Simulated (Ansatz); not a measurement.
An Ansatz (an electronic-structure program) run. Input:

Ansatz 0.2 input:
```yaml
crystal:
  lattice:
    - [4.4793574721, 0.0, 0.0]
    - [0.0, 4.4793574721, 0.0]
    - [0.0, 0.0, 3.1074183107]
  atoms:
    - { symbol: Ru, position: [0.5, 0.5, 0.5] }
    - { symbol: Ru, position: [0.0, 0.0, 0.0] }
    - { symbol: O, position: [0.8053266058, 0.1946733942, 0.5] }
    - { symbol: O, position: [0.1946733942, 0.8053266058, 0.5] }
    - { symbol: O, position: [0.3053266058, 0.3053266058, 0.0] }
    - { symbol: O, position: [0.6946733942, 0.6946733942, 0.0] }
kpoints:
  mp_grid: { grid: [7, 7, 10] }
  band_path:
    path:
      - [[0.0, 0.0, 0.0], [0.0, 0.5, 0.0], [0.5, 0.5, 0.0], [0.0, 0.0, 0.0], [0.0, 0.0, 0.5], [0.0, 0.5, 0.5], [0.5, 0.5, 0.5], [0.0, 0.0, 0.5]]  # Γ-X-M-Γ-Z-R-A-Z
      - [[0.0, 0.5, 0.0], [0.0, 0.5, 0.5]]  # X-R
      - [[0.5, 0.5, 0.0], [0.5, 0.5, 0.5]]  # M-A
    npoints: 8
hamiltonian:
  xc: r2scan
  pseudopotentials: { kind: paw }
magnetization: { noncollinear: true, spin_orbit: true }
scf:
  n_extra_bands: 12
  convergence: { dr2_threshold: 0.0000000001 }
  occupations: { method: gaussian, width: 0.05 }
output: { eigenvalues: true }
```

Output (shortened):

```
Pseudopotential: Ru, paw_fr, valence charge 16
Pseudopotential: O, paw_fr, valence charge 6
Functional definition: r2SCAN
non-collinear run that drives no moment, with spin-orbit …
Crystal: 6 atoms, lattice volume = 62.349 Å³
Basis set: ecut = 500 eV, 1559 PW (Γ), exchange–correlation on 144×144×96 points (64 copies of the dense FFT grid, shifted against one another)
Bands: 68, of which v1, the nominal top of the filled ones, is band 56 counted from 1 (55 counted from 0)
Symmetry: 16 space group operations + 16 with time reversal
k-points: 60 of 490
Projection manifold: j_resolved (fully-relativistic pseudo-atomic orbitals)
SCF iter   1: F=—  HF=-14039.502328 eV  |F-HF|=—  |Δ(HF+E_count)|=         —  Δρ=1.17e-1  dr2=5.03e0  dr2_τ=2.23e-1  dr2_m=0.00e0 (ungated)  ethr=3.10e-3  |M|=0.00e0 ∫|m|=0.00e0 μB  |m|>n=0.0e0 m-floor=0.0e0 τ_xc=0.0e0  β_m=0.30  ⟨swp⟩=5.8  Hψ=8797  notcnv=0  defer=10
preconditioner: auto → Kerker (q_TF=auto, 2.680 Å⁻¹)
spin=Noncollinear: Kerker preconditioning applied to the charge; magnetization (m_x, m_y, m_z) channels mix plain (no charge-response kernel on spin).
SCF iter   2: F=—  HF=-14039.295851 eV  |F-HF|=—  |Δ(HF+E_count)|=   2.06e-1  Δρ=7.40e-2  dr2=1.28e0  dr2_τ=3.37e-2  dr2_m=0.00e0 (ungated)  ethr=3.10e-3  |M|=0.00e0 ∫|m|=0.00e0 μB  |m|>n=0.0e0 m-floor=0.0e0 τ_xc=0.0e0  β_m=0.45  ⟨swp⟩=3.0  Hψ=3767  notcnv=0  defer=370
SCF iter   3: F=—  HF=-14039.353099 eV  |F-HF|=—  |Δ(HF+E_count)|=   5.72e-2  Δρ=2.99e-2  dr2=1.37e-1  dr2_τ=4.78e-3  dr2_m=0.00e0 (ungated)  ethr=2.28e-3  |M|=0.00e0 ∫|m|=0.00e0 μB  |m|>n=0.0e0 m-floor=0.0e0 τ_xc=0.0e0  β_m=0.68  ⟨swp⟩=2.0  Hψ=2986  notcnv=0  defer=370
SCF iter   4: F=—  HF=-14039.392598 eV  |F-HF|=—  |Δ(HF+E_count)|=   3.95e-2  Δρ=3.79e-3  dr2=8.06e-3  dr2_τ=1.72e-4  dr2_m=0.00e0 (ungated)  ethr=2.44e-4  |M|=0.00e0 ∫|m|=0.00e0 μB  |m|>n=0.0e0 m-floor=0.0e0 τ_xc=0.0e0  β_m=0.84  ⟨swp⟩=2.1  Hψ=2584  notcnv=0  defer=374
SCF iter   5: F=—  HF=-14039.394308 eV  |F-HF|=—  |Δ(HF+E_count)|=   1.71e-3  Δρ=1.70e-3  dr2=2.19e-3  dr2_τ=3.42e-5  dr2_m=0.00e0 (ungated)  ethr=1.44e-5  |M|=0.00e0 ∫|m|=0.00e0 μB  |m|>n=0.0e0 m-floor=0.0e0 τ_xc=0.0e0  β_m=0.91  ⟨swp⟩=2.0  Hψ=3116  notcnv=0  defer=374
SCF iter   6: F=—  HF=-14039.394172 eV  |F-HF|=—  |Δ(HF+E_count)|=   1.36e-4  Δρ=4.64e-4  dr2=1.81e-4  dr2_τ=9.56e-7  dr2_m=0.00e0 (ungated)  ethr=3.92e-6  |M|=0.00e0 ∫|m|=0.00e0 μB  |m|>n=0.0e0 m-floor=0.0e0 τ_xc=0.0e0  β_m=0.96  ⟨swp⟩=2.3  Hψ=2312  notcnv=0  defer=374
SCF iter   7: F=—  HF=-14039.394176 eV  |F-HF|=—  |Δ(HF+E_count)|=   4.12e-6  Δρ=9.20e-5  dr2=4.28e-6  dr2_τ=9.78e-8  dr2_m=0.00e0 (ungated)  ethr=3.23e-7  |M|=0.00e0 ∫|m|=0.00e0 μB  |m|>n=0.0e0 m-floor=0.0e0 τ_xc=0.0e0  β_m=0.98  ⟨swp⟩=2.0  Hψ=2792  notcnv=0  defer=374
SCF iter   8: F=—  HF=-14039.394177 eV  |F-HF|=—  |Δ(HF+E_count)|=   1.56e-6  Δρ=2.33e-5  dr2=2.98e-7  dr2_τ=5.37e-9  dr2_m=0.00e0 (ungated)  ethr=7.64e-9  |M|=0.00e0 ∫|m|=0.00e0 μB  |m|>n=0.0e0 m-floor=0.0e0 τ_xc=0.0e0  β_m=0.99  ⟨swp⟩=2.2  Hψ=3445  notcnv=0  defer=374
SCF iter  11: F=-14039.394178 eV  HF=-14039.394178 eV  |F-HF|=1.82e-12  |Δ(HF+E_count)|=  1.73e-10  Δρ=2.60e-7  dr2=1.86e-11  dr2_τ=8.42e-13  dr2_m=0.00e0 (ungated)  ethr=1.00e-12  |M|=0.00e0 ∫|m|=0.00e0 μB  |m|>n=0.0e0 m-floor=0.0e0 τ_xc=0.0e0  ⟨swp⟩=8.8  Hψ=6647  notcnv=0
SCF 1 converged in 11 iterations: F = -14039.394178 eV  dr2 = 1.86e-11
NSCF: frozen V_eff on 75 k-points
SCF converged after 11 iterations
Magnetization: |M| = 0.0000 μB,  M = (+0.0000, +0.0000, +0.0000) μB
Absolute magnetization: 0.0000 μB (∫|m|)
  site 0: m = (+0.0000, +0.0000, +0.0000) μB, |m| = 0.0000 μB  (R = 0.80 Å)
  site 1: m = (+0.0000, +0.0000, +0.0000) μB, |m| = 0.0000 μB  (R = 0.80 Å)
  site 2: m = (+0.0000, +0.0000, +0.0000) μB, |m| = 0.0000 μB  (R = 0.80 Å)
  site 3: m = (+0.0000, +0.0000, +0.0000) μB, |m| = 0.0000 μB  (R = 0.80 Å)
  site 4: m = (+0.0000, +0.0000, +0.0000) μB, |m| = 0.0000 μB  (R = 0.80 Å)
  site 5: m = (+0.0000, +0.0000, +0.0000) μB, |m| = 0.0000 μB  (R = 0.80 Å)
Free energy (F): -14039.394178 eV
Harris-Foulkes:  -14039.394178 eV  (|F-HF|=1.82e-12)
Internal energy: -14039.390333 eV  (E = F + TS)
E sigma→0 (E₀):  -14039.392255 eV
Entropy (-TS):   -0.003845 eV (-0.641 meV/atom)
Fermi energy:    12.833382 eV
--- Per-component energies (eV) ---
  E_band       = -418.651089
  E_kinetic    = 1721.857747
  E_local      = -4722.021444  (includes V_loc(G=0)·N_el)
  E_nonlocal   = 876.759240
  E_hartree    = 1594.216910
  E_xc         = -655.874161
  E_vxc        = -945.122368  (∫ρ·V_xc dr)
  E_paw        = -7582.405870  (= ΣΔE_a)
  E_vpaw       = -601.092092  (= ΣTr[D̂ρ^β])
  E_aug_tail   = 0.004568  (compensation charges beyond the density's cutoff)
  E_vtau       = 62.529509  (kinetic-family band-sum trace: ∫τ·v_τ [+ j·A + Jᵃ·Aᵃ] dr)
  E_ewald      = -5271.176957
  E_core_change = -0.750366  (= ΣΔE_core)
  E_smearing   = -0.003845  (= −TS)
  E_closure    = 0.000000  (closes the sum)
  Σ components = -14039.394178   (vs F -14039.394178, Δ=0.00e0)
  [band-id]    e_kinetic+e_local+e_nonlocal+2·e_hartree+e_vxc+e_vpaw+e_augmentation_tail+e_vtau = -418.651020   (vs E_band -418.651089, Δ=6.86e-5)
--- Band table (eV; the first three rows and the last of 60) ---
  k-point 0: bands = ["-62.7682", "-62.7682", "-62.7604", "-62.7604", "-34.3052", "-34.3052", "-34.2529", "-34.2529", "-31.0966", "-31.0966", "-31.0323", "-31.0323", "-30.7740", "-30.7740", "-30.7550", "-30.7550", "-8.5172", "-8.5172", "-7.5004", "-7.5004", …
  k-point 1: bands = ["-62.7670", "-62.7670", "-62.7595", "-62.7595", "-34.3071", "-34.3071", "-34.2575", "-34.2575", "-31.0956", "-31.0956", "-31.0373", "-31.0373", "-30.7809", "-30.7809", "-30.7657", "-30.7657", "-8.4293", "-8.4293", "-7.4525", "-7.4525", …
  k-point 2: bands = ["-62.7636", "-62.7636", "-62.7573", "-62.7573", "-34.3119", "-34.3119", "-34.2700", "-34.2700", "-31.0945", "-31.0945", "-31.0521", "-31.0521", "-30.7973", "-30.7973", "-30.7916", "-30.7916", "-8.1877", "-8.1877", "-7.3343", "-7.3343", …
  k-point 59: bands = ["-62.7532", "-62.7532", "-62.7532", "-62.7532", "-34.3177", "-34.3177", "-34.3127", "-34.3127", "-31.1127", "-31.1127", "-31.0947", "-31.0947", "-30.8410", "-30.8410", "-30.8304", "-30.8304", "-7.2979", "-7.2979", "-7.1530", "-7.1530", …
```

Cost: roughly 2.0 core-minutes on shared cores.

Space group P4_2/mnm (rutile). The r²SCAN relaxation kept the symmetry of its start; of distortions, only those at the zone centre were tested. No spin polarisation was allowed.

Potentials: the later of the program's two PAW sets.

Ansatz is a plane-wave DFT program.
